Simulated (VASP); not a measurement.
# Ag (Fm-3m) in VASP: settings compared

One crystal, Ag, is run at these levels: PBE, HSE06; tasks: single point, relaxation of cell and atoms.

Program: VASP 6.6.1. These are calculated values, not measurements. Logs are shortened: lines on timing, memory, paths and dates and some standing lists are left out, and cuts for length are marked.

### 1 The crystal as given

The structure is cubic, space group Fm-3m (No. 225). Conventional cell: a = 4.085 Å, b = 4.085 Å, c = 4.085 Å, α = 90.00°, β = 90.00°, γ = 90.00°. Ag (site symmetry m-3m) has 12 Ag at 2.89 Å as nearest neighbours.

### 2 Single point, PBE

Contents of INCAR:

```
SYSTEM = Ag
PREC = Accurate ; ENCUT = 520
EDIFF = 1E-7 ; ISMEAR = 0
SIGMA = 0.017 ; LREAL = .False.
LASPH = .True. ; NELM = 100
ALGO = Normal ; ISIF = 2
LWAVE = .False. ; LCHARG = .False.
GGA = PE ; NBANDS = 12
```

Contents of KPOINTS:

```
regular mesh
0
Gamma
  11 11 11
  0 0 0
```

Contents of POSCAR:

```
Ag
1.0
    0.0000000000      2.0427500000      2.0427500000
    2.0427500000      0.0000000000      2.0427500000
    2.0427500000      2.0427500000      0.0000000000
Ag
1
Direct
    0.0000000000      0.0000000000      0.0000000000
```

Potentials or basis: VASP PAW PBE potentials, release 64 (Ag).

Started as:

```console
$ cat potpaw_PBE.64/Ag/POTCAR > POTCAR
$ mpirun -np 1 vasp_std > vasp.out
```

OUTCAR:

```text
SYSTEM = Ag
   PREC = Accurate
   ENCUT = 520
   EDIFF = 1E-7
   ISMEAR = 0
   LREAL = .False.
   LASPH = .True.
   NELM = 100
   ISIF = 2
   GGA = PE

 ion  position               nearest neighbor table
   1  0.000  0.000  0.000-

  LATTYP: Found a face centered cubic cell.
 ALAT       =     4.0855000000

  Lattice vectors:

 A1 = (   0.0000000000,   2.0427500000,   2.0427500000)
 A2 = (   2.0427500000,   0.0000000000,   2.0427500000)
 A3 = (   2.0427500000,   2.0427500000,   0.0000000000)

Analysis of symmetry for initial positions (statically):
=====================================================================
 Subroutine PRICEL returns:
 Original cell was already a primitive cell.

 Routine SETGRP: Setting up the symmetry group for a
 face centered cubic supercell.

 Subroutine GETGRP returns: Found 48 space group operations
 (whereof 48 operations were pure point group operations)
 out of a pool of 48 trial point group operations.

The static configuration has the point symmetry O_h .

Analysis of symmetry for dynamics (positions and initial velocities):
=====================================================================
 Subroutine PRICEL returns:
 Original cell was already a primitive cell.

 Routine SETGRP: Setting up the symmetry group for a
 face centered cubic supercell.

 Subroutine GETGRP returns: Found 48 space group operations
 (whereof 48 operations were pure point group operations)
 out of a pool of 48 trial point group operations.

The dynamic configuration has the point symmetry O_h .

 Subroutine INISYM returns: Found 48 space group operations
 (whereof 48 operations are pure point group operations),
 and found     1 'primitive' translations

----------------------------------------------------------------------------------------

                                     Primitive cell

  volume of cell :      17.0481

  direct lattice vectors                    reciprocal lattice vectors
     0.000000000  2.042750000  2.042750000    -0.244768082  0.244768082  0.244768082
     2.042750000  0.000000000  2.042750000     0.244768082 -0.244768082  0.244768082
     2.042750000  2.042750000  0.000000000     0.244768082  0.244768082 -0.244768082

  length of vectors
     2.888884755  2.888884755  2.888884755     0.423950755  0.423950755  0.423950755

  position of ions in fractional coordinates (direct lattice)
     0.000000000  0.000000000  0.000000000

  ion indices of the primitive-cell ions
   primitive index   ion index
                 1           1

----------------------------------------------------------------------------------------

 KPOINTS: regular mesh

Automatic generation of k-mesh.
 Grid dimensions read from file:
 generate k-points for:   11   11   11

 Generating k-lattice:

  Cartesian coordinates                     Fractional coordinates (reciprocal lattice)
    -0.022251644  0.022251644  0.022251644     0.090909091  0.000000000  0.000000000
     0.022251644 -0.022251644  0.022251644     0.000000000  0.090909091  0.000000000
     0.022251644  0.022251644 -0.022251644     0.000000000  0.000000000  0.090909091

  Length of vectors
     0.038540978  0.038540978  0.038540978

  Shift w.r.t. Gamma in fractional coordinates (k-lattice)
     0.000000000  0.000000000  0.000000000

 Subroutine IBZKPT returns following result:
 ===========================================

 Found     56 irreducible k-points:

 Following reciprocal coordinates:
            Coordinates               Weight
  0.000000  0.000000  0.000000      1.000000
  0.090909  0.000000  0.000000      8.000000
  0.181818  0.000000  0.000000      8.000000
  0.272727  0.000000  0.000000      8.000000
  0.363636  0.000000  0.000000      8.000000
  0.454545  0.000000  0.000000      8.000000
[... 16 lines left out ...]
 -0.272727  0.181818  0.000000     24.000000
 -0.181818  0.181818  0.000000     12.000000
 [... further k-points ...]
   k-points           NKPTS =     56   k-points in BZ     NKDIM =     56   number of bands    NBANDS=     12
   number of dos      NEDOS =    301   number of ions     NIONS =      1
   total plane-waves  NPLWV =  13824
   dimension x,y,z NGX =    24 NGY =   24 NGZ =   24
   dimension x,y,z NGXF=    48 NGYF=   48 NGZF=   48
   ions per type =               1
   NGX,Y,Z   is equivalent  to a cutoff of  13.81, 13.81, 13.81 a.u.
   NGXF,Y,Z  is equivalent  to a cutoff of  27.62, 27.62, 27.62 a.u.
 SYSTEM =  Ag
   PREC   = accura    normal or accurate (medium, high low for compatibility)
   ISTART =      0    job   : 0-new  1-cont  2-samecut
   ICHARG =      2    charge: 1-file 2-atom 10-const
   ISPIN  =      1    spin polarized calculation?
   LNONCOLLINEAR =      F non collinear calculations
   LSORBIT =      F    spin-orbit coupling
   LASPH  =      T    aspherical Exc in radial PAW
   ENCUT  =  520.0 eV  38.22 Ry    6.18 a.u.   5.37  5.37  5.37*2*pi/ulx,y,z
   NELM   =    100;   NELMIN=  2; NELMDL= -5     # of ELM steps
   EDIFF  = 0.1E-06   stopping-criterion for ELM
   LREAL  =      F    real-space projection
   EDIFFG = 0.1E-05   stopping-criterion for IOM
   NSW    =      0    number of steps for IOM
   IBRION =     -1    ionic relax: 0-MD 1-quasi-New 2-CG
   NFREE  =      0    steps in history (QN), initial steepest desc. (CG)
   ISIF   =      2    stress and relaxation
   ISYM   =      2    0-nonsym 1-usesym 2-fastsym
   POTIM  = 0.5000    time-step for ionic-motion
   TEBEG  =    0.0;   TEEND  =   0.0 temperature during run
   PSTRESS=    0.0 pullay stress
   NELECT =      11.0000    total number of electrons
   NUPDOWN=      -1.0000    fix difference up-down
   EMIN   =  10.00;   EMAX   =-10.00  energy-range for DOS
   EFERMI =   0.00;   METHOD = LEGACY
   ISMEAR =     0;   SIGMA  =   0.02  broadening in eV -4-tet -1-fermi 0-gaus
   EFERMI_NEDOS =   21; number of points for ismear=-14 and -15
   IALGO  =     38    algorithm
   IMIX   =      4    mixing-type and parameters
     AMIX     =   0.40;   BMIX     =  1.00
     AMIX_MAG =   1.60;   BMIX_MAG =  1.00
  volume/ion in A,a.u.               =      17.05       115.05
  Fermi-wavevector in a.u.,A,eV,Ry     =   1.414644  2.673290 27.228221  2.001218
  Thomas-Fermi vector in A             =   2.536165
   LORBIT       =      0    0 simple, 1 ext, 2 COOP (PROOUT), +10 PAW based schemes
   GGA     = PE    functional components
   LHFCALC =     F    Hartree Fock is set to
   AEXX    =    0.0000 exact exchange contribution
   IVDW    =     0    specifies the selected vdW correction
   LEPSILON=     F    determine dielectric tensor
   LRPA    =     F    only Hartree local field effects (RPA)
 non-spin polarized calculation
 Gauss-broadening in eV      SIGMA  =   0.02
  energy-cutoff  :      520.00
  volume of cell :       17.05
 maximum number of plane-waves:       477
 NGX is ok and might be reduce to    24
   NGX = 11   NGY = 11   NGZ = 11

 number of electron      10.9999999 magnetization

 Free energy of the ion-electron system (eV)
  ---------------------------------------------------
  ext. energy  EPLUGINS =         0.00000000
  ---------------------------------------------------
  free energy    TOTEN  =        -2.70919350 eV

  energy without entropy =       -2.70917178  energy(sigma->0) =       -2.70918264

 E-fermi :   8.7081     XC(G=0): -12.2133

 val. band max:        8.6405806589   @ k =  -0.4545   0.0909   0.0000
 cond. band min:       8.7326112954   @ k =   0.4545   0.3636   0.0000
 fundamental gap:      0.0920306365
 Fermi energy:         8.7081268912

 k-point     1 :       0.0000    0.0000    0.0000
  band No.  band energies     occupation
      1       0.6617      2.00000
      2       3.6136      2.00000
      3       3.6136      2.00000
      4       3.6136      2.00000
      5       4.6472      2.00000
      6       4.6472      2.00000
      7      24.4555      0.00000
      8      28.0355      0.00000
      9      28.0355      0.00000
     10      28.0355      0.00000
     11      32.8419      0.00000
     12      33.9807      0.00000

 k-point     2 :       0.0909    0.0000    0.0000
  band No.  band energies     occupation
      1       0.9169      2.00000
      2       3.5587      2.00000
      3       3.6818      2.00000
      4       3.6818      2.00000
      5       4.6231      2.00000
      6       4.6231      2.00000
      7      24.4176      0.00000
      8      26.2463      0.00000
      9      28.1354      0.00000
     10      28.1354      0.00000
     11      32.4563      0.00000
     12      33.6460      0.00000

 k-point     3 :       0.1818    0.0000    0.0000
  band No.  band energies     occupation
      1       1.5807      2.00000
      2       3.5257      2.00000
      3       3.8043      2.00000
      4       3.8043      2.00000
      5       4.6325      2.00000
      6       4.6325      2.00000
      7      22.1788      0.00000
      8      25.3199      0.00000
      9      28.2631      0.00000
     10      28.2631      0.00000
     11      31.2516      0.00000
     12      32.5621      0.00000
[... 286 lines left out ...]
 k-point    23 :      -0.2727    0.1818    0.0000
  band No.  band energies     occupation
      1       2.7714      2.00000
      2       3.4385      2.00000
      3       3.8738      2.00000
      4       4.0988      2.00000
      5       4.6652      2.00000
      6       7.0595      2.00000
      7      17.0915      0.00000
      8      20.2595      0.00000
      9      25.7776      0.00000
     10      27.3080      0.00000
     11      30.6021      0.00000
     12      33.1721      0.00000

 k-point    24 :      -0.1818    0.1818    0.0000
  band No.  band energies     occupation
      1       2.6922      2.00000
      2       3.2136      2.00000
      3       3.8294      2.00000
      4       4.2267      2.00000
      5       4.2585      2.00000
      6       5.7947      2.00000
      7      20.3628      0.00000
      8      20.7698      0.00000
      9      27.0596      0.00000
     10      28.8643      0.00000
     11      29.5461      0.00000
     12      33.0678      0.00000

 [... further k-points ...]

------------------------ aborting loop because EDIFF is reached ----------------------------------------

  FORCE on cell =-STRESS in cart. coord.  units (eV):
  Direction    XX          YY          ZZ          XY          YZ          ZX
  --------------------------------------------------------------------------------------
  -------------------------------------------------------------------------------------
  Total        0.4358745      0.4358745      0.4358745      0.0000000     -0.0000000      0.0000000
  in kB       40.9634367     40.9634367     40.9634367      0.0000000     -0.0000000      0.0000000
  external PRESSURE =      40.9634367 kB  Pullay stress =       0.0000000 kB

 VOLUME and BASIS-vectors are now :
 -----------------------------------------------------------------------------
  energy-cutoff  :      520.00
  volume of cell :       17.05
      direct lattice vectors                 reciprocal lattice vectors
     0.000000000  2.042750000  2.042750000    -0.244768082  0.244768082  0.244768082
     2.042750000  0.000000000  2.042750000     0.244768082 -0.244768082  0.244768082
     2.042750000  2.042750000  0.000000000     0.244768082  0.244768082 -0.244768082

 POSITION                                       TOTAL-FORCE (eV/Angst)
 -----------------------------------------------------------------------------------
      0.00000      0.00000      0.00000         0.000000      0.000000      0.000000
 -----------------------------------------------------------------------------------
    total drift:                               -0.000000      0.000000      0.000000

  FREE ENERGIE OF THE ION-ELECTRON SYSTEM (eV)
  ---------------------------------------------------
  free  energy   TOTEN  =        -2.7091935040 eV

  energy  without entropy=       -2.7091717755  energy(sigma->0) =       -2.70918264
```

Run time: 8.6 s. Hardware: 1 thread of Intel Xeon Platinum 8488C (Sapphire Rapids), shared host; peak memory 0.14 GiB.

Results:

```
Free energy            : -2.7092 eV
Pressure               : 4.1 GPa
Band gap on the k mesh : none (metal or under the smearing width)
```

### 3 Relaxation of cell and atoms, HSE06

POSCAR is that of step 2.

Contents of INCAR.step1:

```
SYSTEM = Ag
ALGO = Normal ; EDIFF = 1E-5
ENCUT = 600 ; GGA = PE
ISMEAR = -1 ; LASPH = .True.
LCHARG = .False. ; LREAL = .False.
LWAVE = .True. ; NELM = 80
PREC = Accurate ; SIGMA = 0.05
```

Contents of INCAR.step2:

```
SYSTEM = Ag
ALGO = Normal ; EDIFF = 1E-6
EDIFFG = -0.01 ; ENCUT = 600
GGA = PE ; HFSCREEN = 0.2
IBRION = 2 ; ISIF = 3
ISMEAR = -1 ; ISTART = 1
LASPH = .True. ; LCHARG = .False.
LHFCALC = .True. ; LREAL = .False.
LWAVE = .False. ; NELM = 80
NSW = 40 ; PREC = Accurate
PRECFOCK = Normal ; SIGMA = 0.05
```

Contents of KPOINTS:

```
k-points
0
Gamma
  6 6 6
  0 0 0
```

Potentials or basis: VASP PAW PBE potentials, release 64 (Ag).

Started as:

```console
$ cat potpaw_PBE.64/Ag/POTCAR > POTCAR
$ cp INCAR.step1 INCAR
$ mpirun -np 1 vasp_std > vasp.out
$ cp INCAR.step2 INCAR
$ mpirun -np 1 vasp_std > vasp.out
```

It took 21 min on 1 thread of Intel Xeon Platinum 8488C (Sapphire Rapids), shared host; peak memory 0.25 GiB.

It converged, with:

| Quantity | Value |
| --- | --- |
| Free energy | -2.7824 eV |
| Relaxed volume | 18.02 Å³/atom |
| Relaxed cell | a = 2.943 Å, b = 2.943 Å, c = 2.943 Å, α = 60.00°, β = 60.00°, γ = 60.00° |
| Space group after relaxing (to 0.05 Å) | Fm-3m (No. 225) |
| Energy gained by relaxing | 13.2 meV/atom |
| Ionic steps | 3 |
| Pressure after relaxing | 0.0 GPa |
| Band gap on the k mesh | none (metal or under the smearing width) |

The path:
| step | energy change (eV) | largest force (eV/Å) | pressure (GPa) | volume (Å³) |
| --- | --- | --- | --- | --- |
| 1 | 0.0000 | 0.0000 | 4.65 | 17.05 |
| 2 | -0.0123 | 0.0000 | -1.04 | 18.30 |
| 3 | -0.0132 | 0.0000 | 0.04 | 18.02 |

Final structure:
```yaml
crystal:
  lattice:
    - [0.00000, 2.08076, 2.08076]
    - [2.08076, 0.00000, 2.08076]
    - [2.08076, 2.08076, 0.00000]
  atoms:
    - { symbol: Ag, position: [0.00000, 0.00000, 0.00000] }
```

Levels at points of the mesh, in eV from the Fermi level:
| k point | band 3 | band 4 | band 5 | band 6 | band 7 | band 8 | band 9 |
| --- | --- | --- | --- | --- | --- | --- | --- |
| (0.00, 0.00, 0.00) | -5.66 | -5.66 | -4.68 | -4.68 | 17.12 | 20.58 | 20.58 |
| (0.50, 0.00, 0.00) | -5.68 | -3.85 | -3.85 | 0.06 | 4.12 | 16.28 | 18.84 |
| (0.50, 0.50, 0.00) | -3.92 | -3.62 | -3.62 | 2.27 | 7.40 | 11.61 | 11.61 |

Caveat: the k mesh is coarse (spacing up to 0.44 Å⁻¹), so the values aren't converged, least of all with exact exchange; the PAW data sets were made with another functional, which shifts forces and pressure a little. Zero-point motion and thermal expansion aren't in these numbers.
